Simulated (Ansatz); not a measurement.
Structure types of Gd were relaxed at one common pressure (all-electron LAPW in Ansatz 0.2.0 under PBE, scalar-relativistic, ferromagnetic start, zero temperature). They take these volumes:

```tsv
type	space group	V (Å³/atom)
fcc	Fm-3m	14.41
bcc	Im-3m	14.50
```

Q: At about which pressure, and is the densest type also the lowest in enthalpy?

A: 100 GPa. The densest is fcc, and it is also the lowest in enthalpy among these.
